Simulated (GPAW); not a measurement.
Al:

```
Al
1.0
     4.04961    0.00000    0.00000
     0.00000    4.04961    0.00000
     0.00000    0.00000    4.04961
Al
4
Cartesian
  0.0000 0.0000 0.0000
  0.0000 2.0248 2.0248
  2.0248 0.0000 2.0248
  2.0248 2.0248 0.0000
```

Base run:

```yaml
Program: GPAW 26.7.0
Functional: LDA
Potentials_or_basis: the program's PAW data sets (release 1.2.1) made for this functional
Cutoff: 500 eV
Basis: pw
k_mesh: 5 × 5 × 5
Occupations: fermi-dirac, width 0.05 eV
Spin: no spin polarisation
```

Its results: band gap on the k mesh none (metal or under the smearing width); pressure -3.4 GPa.

**Question.** The run is repeated on the same cell with these changes: functional from LDA to RPBE; cutoff from 500 eV to 450 eV. What comes out?

**Answer.** Band gap on the k mesh none (metal or under the smearing width); pressure 1.1 GPa.

RPBE binds less tightly than LDA, so the same cell stands under more pressure.

Caveats: the cutoff is short for stress and forces, so pressures can be off by a GPa or more.

Not every run made on this cell is shown here.
